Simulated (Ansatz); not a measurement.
**SnSe (Pnma): an equation of state far from equilibrium**

One table from this session's results is given with a row withheld; the runs are named, their logs left out.

The COD entry's cell or inner coordinates are ideal or old and differ from later refinements, so a difference from it is no clean test against experiment.

Method: DFT PBE, scalar-relativistic, plane waves, PAW, in Ansatz 0.2.0.

The runs add the D3(BJ) dispersion term to the functional named.

### The system as given

Symmetry: Pnma, No. 62, orthorhombic system. The conventional cell has a = 11.486 Å, b = 4.170 Å, c = 4.380 Å, α = 90.00°, β = 90.00°, γ = 90.00°. Sn (site symmetry m) has 3 Se at 2.76 to 2.82 Å as nearest neighbours. Around Se (site symmetry m) lie 3 Sn at 2.76 to 2.82 Å.

Coordinates:

```cif
data_structure
_symmetry_space_group_name_H-M 'P 1'
_symmetry_Int_Tables_number 1
_cell_length_a 11.4856
_cell_length_b 4.1701
_cell_length_c 4.3800
_cell_angle_alpha 90.000
_cell_angle_beta 90.000
_cell_angle_gamma 90.000
_cell_volume 209.78
loop_
_atom_site_label
_atom_site_type_symbol
_atom_site_fract_x
_atom_site_fract_y
_atom_site_fract_z
_atom_site_occupancy
Sn1 Sn 0.11795 0.25000 0.09382 1
Sn2 Sn 0.38205 0.75000 0.59382 1
Sn3 Sn 0.61795 0.25000 0.40618 1
Sn4 Sn 0.88205 0.75000 0.90618 1
Se1 Se 0.35712 0.25000 0.02247 1
Se2 Se 0.14288 0.75000 0.52247 1
Se3 Se 0.85712 0.25000 0.47753 1
Se4 Se 0.64288 0.75000 0.97753 1
```

An earlier run at PBE left this cell at 26.223 Å³/atom and 0.01 GPa (4×8×6 mesh).

The first run:

File input.yaml:

```yaml
crystal:
  lattice:
    - [11.3303704008, 0.0, 0.0]
    - [0.0, 4.1137145107, 0.0]
    - [0.0, 0.0, 4.3207556942]
  atoms:
    - { symbol: Sn, position: [0.1179506268, 0.25, 0.0938221371] }
    - { symbol: Sn, position: [0.3820493732, 0.75, 0.5938221371] }
    - { symbol: Sn, position: [0.6179506268, 0.25, 0.4061778629] }
    - { symbol: Sn, position: [0.8820493732, 0.75, 0.9061778629] }
    - { symbol: Se, position: [0.3571189365, 0.25, 0.0224728919] }
    - { symbol: Se, position: [0.1428810635, 0.75, 0.5224728919] }
    - { symbol: Se, position: [0.8571189365, 0.25, 0.4775271081] }
    - { symbol: Se, position: [0.6428810635, 0.75, 0.9775271081] }
basis:
  ecutwfc: 420
  ecutrho_ratio: 4
kpoints:
  mp_grid: { grid: [4, 8, 8] }
hamiltonian:
  xc: pbe
  dispersion: d3bj
scf:
  occupations: { method: gaussian, width: 0.05 }
output:
  forces: true
  stress: true
  eigenvalues: true
relax:
  f_tol: 0.01
  max_steps: 40
  cell: { stress_tol: 0.1, fix: [volume] }
```

Command:

```bash
$ ansatz run input.yaml --threads 4 --pin off --max-ram 10240MiB --backend cpu --events-out ev --progress --plain --runs-dir out
```

Steps of the session up to this table: Volume × 0.96; Volume × 1.04; Volume × 0.92; Volume × 0.88; Volume × 0.84; Volume × 0.8; Volume × 0.76; Volume × 0.72.

One of the session's tables, all rows but one given; the rest of the session is left out.

```
volume (Å³/atom)  energy above the lowest (meV/atom)  pressure (GPa)  gap on the mesh (eV)
          18.880                               483.8            30.2                  0.00
          19.929                               314.9            21.8                  0.00
          20.978                               194.5            15.3                  0.00
          22.027                               110.9            10.4                  0.00
          23.076                                56.5             6.5                  0.00
          24.125                                   ?               ?                     ?
          25.174                                 5.6             1.6                  0.39
          26.223                                 0.0             0.0                  0.54
          27.272                                 3.9            -1.1                  0.63
```

**Question.** Estimate the row for volume (Å³/atom) = 24.125.

Worked estimate for «energy above the lowest (meV/atom)». A straight line through the neighbours (23.076, 56.5) and (25.174, 5.6) gives 56.5 + (5.6 − 56.5) × (24.125 − 23.076) / (25.174 − 23.076) = 31.1; a parabola fitted to 4 rows on both sides gives 22.9.

The run gave: energy above the lowest (meV/atom): 23.0; pressure (GPa): 3.8; gap on the mesh (eV): 0.20. In «energy above the lowest (meV/atom)» the line misses by +8.1 and the parabola by -0.1.

Caveats from the session: The k mesh is not the same at all volumes. Other structures may be lower in enthalpy at these pressures. Warnings in the runs' records: relaxed geometry near dispersion switch.
